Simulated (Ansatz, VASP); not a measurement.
# One calculation of TiO, two programs

File INCAR:

```
PREC = Accurate
ENCUT = 520
EDIFF = 1E-7
ISMEAR = -1
SIGMA = 0.05
LREAL = False
LASPH = True
NELM = 60
ALGO = Normal
ISIF = 2
LWAVE = False
LCHARG = False
GGA = PS
NBANDS = 26
```

KPOINTS

```
Automatic mesh
0
Gamma
  11 11 5
```

The input POSCAR:

```
TiO
1.0
    2.8891334745      0.0000000000      0.0000000000
   -1.4445667373      2.5020629838      0.0000000000
    0.0000000000      0.0000000000      5.6407680202
Ti O
2 2
Direct
    0.6666666667      0.3333333333      0.7500000000
    0.3333333333      0.6666666667      0.2500000000
    0.0000000000      0.0000000000      0.5000000000
    0.0000000000      0.0000000000      0.0000000000
```

input.yaml

```yaml
crystal:
  lattice:
    - [2.8891334745, 0.0, 0.0]
    - [-1.4445667373, 2.5020629838, 0.0]
    - [0.0, 0.0, 5.6407680202]
  atoms:
    - { symbol: Ti, position: [0.6666666667, 0.3333333333, 0.75] }
    - { symbol: Ti, position: [0.3333333333, 0.6666666667, 0.25] }
    - { symbol: O, position: [0.0, 0.0, 0.5] }
    - { symbol: O, position: [0.0, 0.0, 0.0] }
hamiltonian:
  xc: pbesol
  pseudopotentials: { kind: paw }
kpoints:
  mp_grid: { grid: [11, 11, 5] }
scf:
  occupations: { method: fermi_dirac, width: 0.05 }
output:
  forces: true
  stress: true
  eigenvalues: true
  write_density: true
  write_potential: true
  elf: true
  volumetric_format: npy
```

Change from the starting cell: volume scaled by 1.04.

Alike in both runs: task single point; functional PBEsol; k mesh 11 × 11 × 5; occupations fermi-dirac, width 0.05 eV; no spin polarisation.

```csv
,VASP,Ansatz
version,VASP 6.6.1,Ansatz 0.2.0
potentials or method,"VASP PAW PBE potentials, release 64 (Ti_sv, O)",Ansatz PAW
plane-wave cutoff (eV),520,420
valence electrons in the cell,36,36
```

VASP gave:

| Quantity | Value |
| --- | --- |
| gap on the k mesh at the Fermi level (eV) | none |
| pressure (GPa) | -16.9 |
| largest component of the traceless stress (GPa) | 1.91 |

**Question.** Which values does Ansatz return?

**Answer.** gap on the k mesh at the Fermi level (eV): none; pressure (GPa): -17.5; largest component of the traceless stress (GPa): 1.96.

A gap of «none» marks a metal or a gap that the smearing closes. With one functional, cell and mesh, what is left measures potentials, basis and numerics.

Caveats: semilocal functionals often make such compounds metallic where correlation or magnetic order opens a gap, which also shifts bond lengths; the PAW data sets were made with another functional, which shifts forces and pressure a little (VASP); the pressure holds a Pulay correction of +0.6 GPa for the finite cutoff (Ansatz); the PAW data sets come from PBE, with cores solved anew for the run's functional, which leaves a small shift of forces and pressure (Ansatz).
